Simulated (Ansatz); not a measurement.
TiO$_{2}$, DFT, LDA, all-electron LAPW, scalar-relativistic (Ansatz 0.2.0), run on 2 threads of Intel(R) Xeon(R) 6975P-C (Granite Rapids) on a shared host.

The cell comes from COD entry 9007432, which wasn't checked; take it as a given geometry. The listed cell was then made from it by scaling, straining or moving an atom.

Command: `ansatz run input.yaml --threads 2 --pin off --max-ram 8192MiB --backend cpu --events-out ev --progress --plain --runs-dir out`

```yaml
crystal:
  lattice:
    - [4.594, -0.06891, -0.06891]
    - [-0.06891, 4.594, -0.06891]
    - [-0.044385, -0.044385, 2.959]
  atoms:
    - { symbol: Ti, position: [0.0, 0.0, 0.0] }
    - { symbol: Ti, position: [0.5, 0.5, 0.5] }
    - { symbol: O, position: [0.306, 0.306, 0.0] }
    - { symbol: O, position: [0.194, 0.806, 0.5] }
    - { symbol: O, position: [0.694, 0.694, 0.0] }
    - { symbol: O, position: [0.806, 0.194, 0.5] }
kpoints:
  mp_grid: { grid: [7, 7, 10] }
  band_path:
    path:
      - [0.0, 0.0, 0.0]
      - [0.0, 0.0, 0.5]
      - [-0.4912571888, 0.4912571888, 0.5]
      - [-0.5087428112, -0.4912571888, 0.5]
      - [-0.5, -0.5, 0.5]
      - [0.0, 0.0, 0.0]
      - [-0.5, 0.5, 0.0]
      - [-0.5, 0.0, 0.5]
      - [0.0, 0.0, 0.0]
    npoints: 5
scf:
  occupations: { method: fermi_dirac, width: 0.05 }
hamiltonian:
  xc: lda
  pseudopotentials: { kind: all_electron, lapw: { basis_error: 0.0005 } }
output:
  forces: true
  stress: true
  eigenvalues: true
```

**Question.** How large is the problem that the program sets up?

**Answer.** 144 irreducible k-points, 1431 plane waves at Γ, 44 bands.

**Question.** About how long does it take, and how much memory does it use?

**Answer.** 94 s of wall time for 13 SCF iterations, with a peak of 1.6 GiB. Times on shared machines scatter by tens of per cent.
